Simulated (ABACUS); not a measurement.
# TePb (Fm-3m) in ABACUS: notebook, part 2 of 2

ABACUS 3.10.1.

### Step 4. Relaxation of cell and atoms, LDA-PW92

File INPUT:

```
INPUT_PARAMETERS
suffix              TePb
calculation         cell-relax
basis_type          pw
pseudo_dir          ./
latname             fcc
symmetry            1
dft_functional      LDA_X+LDA_C_PW
ecutwfc             103
pseudo_rcut         10
nspin               1
nbands              28
ks_solver           dav
smearing_method     fd
smearing_sigma      0.00367493
scf_thr             1e-08
scf_nmax            100
mixing_type         broyden
mixing_beta         0.7
cal_force           1
cal_stress          1
relax_nmax          60
force_thr_ev        0.005
relax_method        cg
out_stru            1
stress_thr          1
kpar                4
```

File STRU:

```
ATOMIC_SPECIES
Pb 207.2000 Pb.upf
Te 127.6000 Te.upf

LATTICE_CONSTANT
12.2114102173

ATOMIC_POSITIONS
Direct

Pb
0.0
1
0.0000000000 0.0000000000 0.0000000000 1 1 1

Te
0.0
1
0.5000000000 0.5000000000 0.5000000000 1 1 1
```

File KPT:

```
K_POINTS
0
Gamma
6 6 6 0 0 0
```

Potentials or basis: PseudoDojo NC SR 0.4.1 LDA stringent, plane waves.

Command:

```
$ OMP_NUM_THREADS=1 mpirun -np 4 abacus > log
```

running log:

```text
ABACUS v3.10.1

               Atomic-orbital Based Ab-initio Computation at UStc

 ------------------------------------------------------------------------------------

 READING GENERAL INFORMATION
                           global_out_dir = OUT.TePb/
                           global_in_card = INPUT
                               pseudo_dir = ./
                              orbital_dir =
                                    DSIZE = 4
                                    GSIZE = 1

 READING UNITCELL INFORMATION
                                    ntype = 2
                  lattice constant (Bohr) = 12.2114
              lattice constant (Angstrom) = 6.462

 READING ATOM TYPE 1
                               atom label = Pb
                      L=0, number of zeta = 1
                      L=1, number of zeta = 1
                      L=2, number of zeta = 1
             number of atom for this type = 1

 READING ATOM TYPE 2
                               atom label = Te
                      L=0, number of zeta = 1
                      L=1, number of zeta = 1
                      L=2, number of zeta = 1
             number of atom for this type = 1

                        TOTAL ATOM NUMBER = 2
DIRECT COORDINATES
    atom                   x                   y                   z     mag                  vx                  vy                  vz
taud_Pb1            0.0000000000        0.0000000000        0.0000000000  0.0000        0.0000000000        0.0000000000        0.0000000000
taud_Te1            0.5000000000        0.5000000000        0.5000000000  0.0000        0.0000000000        0.0000000000        0.0000000000

                          Volume (Bohr^3) = 455.237
                             Volume (A^3) = 67.4591

 Lattice vectors: (Cartesian coordinate: in unit of a_0)
                 -0.5                  +0                +0.5
                   +0                +0.5                +0.5
                 -0.5                +0.5                  +0
 Reciprocal vectors: (Cartesian coordinate: in unit of 2 pi/a_0)
                   -1                  -1                  +1
                   +1                  +1                  +1
                   -1                  +1                  -1
 The esolver type has been set to : ksdft_pw

                PAO radial cut off (Bohr) = 10
[... 389 lines left out ...]
 E_xc           -140.6721501698      -1913.9427922206
 E_Ewald        -500.9171186501      -6815.3270393837
 E_entropy(-TS) -0.0000081500        -0.0001108864
 E_descf        0.0000000000         0.0000000000
[... 4 lines left out ...]
 charge density convergence is achieved
 final etot is -13352.76112770823 eV
 EFERMI = 11.47475912289 eV

 STATE ENERGY(eV) AND OCCUPATIONS    NSPIN == 1
[... levels at 4 further k points ...]

------------------------------------------------------------------------------------------
 TOTAL-FORCE (eV/Angstrom)
------------------------------------------------------------------------------------------
                       Pb1         0.0000000000         0.0000000000         0.0000000000
                       Te1         0.0000000000         0.0000000000         0.0000000000
------------------------------------------------------------------------------------------
[... 13 lines left out ...]
 Largest gradient in stress is 7.967316 kbar.
 Threshold is 1.000000 kbar.

 Relaxation is not converged yet!
DIRECT COORDINATES
    atom                   x                   y                   z     mag                  vx                  vy                  vz
taud_Pb1            0.0000000000        0.0000000000        0.0000000000  0.0000        0.0000000000        0.0000000000        0.0000000000
taud_Te1            0.5000000000        0.5000000000        0.5000000000  0.0000        0.0000000000        0.0000000000        0.0000000000

                          Volume (Bohr^3) = 438.800784
                             Volume (A^3) = 65.023490
[... 10 lines left out ...]
 -------------------------------------------
 STEP OF RELAXATION : 3
 -------------------------------------------

[... set-up of the moved cell ...]

 PW ALGORITHM --------------- ION=   3  ELEC=   1--------------------------------
 Notice: Threshold on eigenvalues was too large.
 hsover_error=0.460000 > DRHO=0.000433
 Origin diag ethr = 0.010000
 New diag ethr = 0.000001

 Density error is 0.000393904437
                          Error Threshold = 0.000000941254
----------------------------------------------------------
     Energy           Rydberg                 eV
----------------------------------------------------------
 E_KohnSham     -981.4095732888      -13352.7622684757
 E_Harris       -981.4198502741      -13352.9020940341
 E_Fermi        0.8231514917         11.1995506039
----------------------------------------------------------

[... 3 further cycles ...]
 PW ALGORITHM --------------- ION=   3  ELEC=   5--------------------------------

 Density error is 0.000000006202
                          Error Threshold = 0.000000000167
----------------------------------------------------------
     Energy           Rydberg                 eV
----------------------------------------------------------
 E_KohnSham     -981.4096753477      -13352.7636570588
 E_KS(sigma->0) -981.4096723297      -13352.7636159970
 E_Harris       -981.4086105249      -13352.7491694012
 E_band         -133.2752980126      -1813.3034556189
 E_one_elec     -656.9808695369      -8938.6833026962
 E_Hartree      314.5159967618       4279.2096681097
 E_xc           -140.6533439173      -1913.6869200287
 E_Ewald        -498.2914526193      -6779.6030203200
 E_entropy(-TS) -0.0000060360        -0.0000821236
 E_descf        0.0000000000         0.0000000000
[... 148 lines left out ...]
 Largest gradient in stress is 0.262843 kbar.
 Threshold is 1.000000 kbar.

 Relaxation is converged!

 --------------------------------------------
 !FINAL_ETOT_IS -13352.7636570587928873 eV
 --------------------------------------------
```

Wall time 36 s (4 MPI ranks of Intel Xeon Platinum 8488C (Sapphire Rapids), shared host); peak memory 0.68 GiB.

What came out:

```
Free energy                            : -13352.7637 eV
Relaxed volume                         : 32.51 Å³/atom
Relaxed cell                           : a = 4.514 Å, b = 4.514 Å, c = 4.514 Å, α = 60.00°, β = 60.00°, γ = 60.00°
Space group after relaxing (to 0.05 Å) : Fm-3m (No. 225)
Energy gained by relaxing              : 6.5 meV/atom
Ionic steps                            : 3
Pressure after relaxing                : 0.0 GPa
Band gap on the k mesh                 : 0.57 eV, direct
```

Step by step:
```tsv
step	energy change (eV)	largest force (eV/Å)	pressure (GPa)	volume (Å³)
1	0.0000	0.0000	-1.65	67.46
2	-0.0105	0.0000	0.80	64.01
3	-0.0130	0.0000	0.03	65.02
```

Final structure:
```
Pb Te
1.0
    -3.19164    0.00000    3.19164
     0.00000    3.19164    3.19164
    -3.19164    3.19164    0.00000
Pb Te
1 1
Direct
  0.00000 0.00000 0.00000
  0.50000 0.50000 0.50000
```

Caveat: spin-orbit coupling is left out, which as a rule narrows the gap of such compounds by several tenths of an eV. Zero-point motion and thermal expansion aren't in these numbers.

### Step 5. Single point, SCAN

File INPUT:

```
INPUT_PARAMETERS
suffix              TePb
calculation         scf
basis_type          pw
pseudo_dir          ./
symmetry            1
dft_functional      scan
ecutwfc             96
pseudo_rcut         10
nspin               1
nbands              25
ks_solver           dav
smearing_method     fd
smearing_sigma      0.00367493
scf_thr             1e-08
scf_nmax            100
mixing_type         broyden
mixing_beta         0.7
cal_force           1
cal_stress          1
mixing_tau          1
out_chg             1
kpar                4
```

File STRU:

```
ATOMIC_SPECIES
Pb 207.2000 Pb_ONCV_PBE-1.2.upf
Te 127.6000 Te_ONCV_PBE-1.2.upf

LATTICE_CONSTANT
1.8897261246

LATTICE_VECTORS
0.0000000000 3.2310000000 3.2310000000
3.2310000000 0.0000000000 3.2310000000
3.2310000000 3.2310000000 0.0000000000

ATOMIC_POSITIONS
Cartesian

Pb
0.0
1
0.0000000000 0.0000000000 0.0000000000 1 1 1

Te
0.0
1
3.2310000000 3.2310000000 3.2310000000 1 1 1
```

File KPT:

```
K_POINTS
0
Gamma
4 4 4 0 0 0
```

Potentials or basis: SG15 ONCV 1.2 PBE, plane waves.

Command:

```
$ OMP_NUM_THREADS=1 mpirun -np 4 abacus > log
```

It took 30 s on 4 MPI ranks of Intel Xeon Platinum 8488C (Sapphire Rapids), shared host; peak memory 0.64 GiB.

It converged, with:

* Free energy: -3897.2828 eV
* Pressure: -0.4 GPa
* Band gap on the k mesh: 0.91 eV, direct

Levels at points of the mesh, in eV from the valence-band top:
| k point | band 11 | band 12 | band 13 | band 14 | band 15 | band 16 | band 17 | band 18 | band 19 | band 20 |
| --- | --- | --- | --- | --- | --- | --- | --- | --- | --- | --- |
| (0.00, 0.00, 0.00) | -12.51 | -5.94 | -1.46 | -1.46 | -1.46 | 4.15 | 4.15 | 4.15 | 6.53 | 6.53 |
| (0.50, 0.50, 0.50) | -11.05 | -8.98 | -0.91 | -0.91 | 0.00 | 0.91 | 1.33 | 1.33 | 9.05 | 9.73 |
| (0.50, 0.50, 0.00) | -10.76 | -7.68 | -4.58 | -2.90 | -2.90 | 3.90 | 5.56 | 5.56 | 6.84 | 11.06 |

Caveat: the k mesh is coarse (spacing up to 0.42 Å⁻¹), so the values aren't converged; the potentials were made for another functional, which shifts forces and pressure; spin-orbit coupling is left out, which as a rule narrows the gap of such compounds by several tenths of an eV. A k mesh can miss the band edges.

### Step 6. The runs side by side

| task | level | potentials or basis | cell | k mesh | cutoff (eV) | max steps of the relaxation | force threshold | optimiser | stress threshold | mesh quality | gap on the mesh (eV) | pressure (GPa) | relaxed volume (Å³/atom) |
| --- | --- | --- | --- | --- | --- | --- | --- | --- | --- | --- | --- | --- | --- |
| relaxation of cell and atoms | rPW86PBE | GBRV ultrasoft 1.5 PBE, plane waves | relaxed | 6 × 6 × 6 | 544 | 60 | 0.005 eV/Å | cg | 1 kbar | not flagged | 0.87 | 0.0 | 37.48 |
| single point | LDA-PW92 | PseudoDojo NC SR 0.4.1 LDA stringent, plane waves | as given | 6 × 6 × 6 | 1401 | - | - | - | - | not flagged | 0.65 | -1.6 | - |
| relaxation of cell and atoms | LDA-PW92 | PseudoDojo NC SR 0.4.1 LDA stringent, plane waves | relaxed | 6 × 6 × 6 | 1401 | 60 | 0.005 eV/Å | cg | 1 kbar | not flagged | 0.57 | 0.0 | 32.51 |
| single point | SCAN | SG15 ONCV 1.2 PBE, plane waves | as given | 4 × 4 × 4 | 1306 | - | - | - | - | coarse | 0.91 | -0.4 | - |

Alike in all rows: no spin polarisation; smearing fermi-dirac 0.05 eV.

Caveats: some runs use coarse meshes; spin-orbit coupling is left out, which as a rule narrows the gap of such compounds by several tenths of an eV; the potentials were made for another functional, which shifts forces and pressure (some runs); the volume moved by +11 % from the deposited cell, more than functionals usually miss (some runs).

Total energies depend on the potentials used, so only differences within one code and one set of settings carry meaning.

### Step 7. How close it comes

Step 3. Against the measured gap of TePb, 0.19 eV (direct; 4.2 K; a printed reference work, monograph), the calculated 0.65 eV is off by +0.46 eV. Spin-orbit coupling on Pb, Te is left out. The value is that of LDA-PW92 on a finite k mesh, which can miss the band edges, without temperature or zero-point motion.
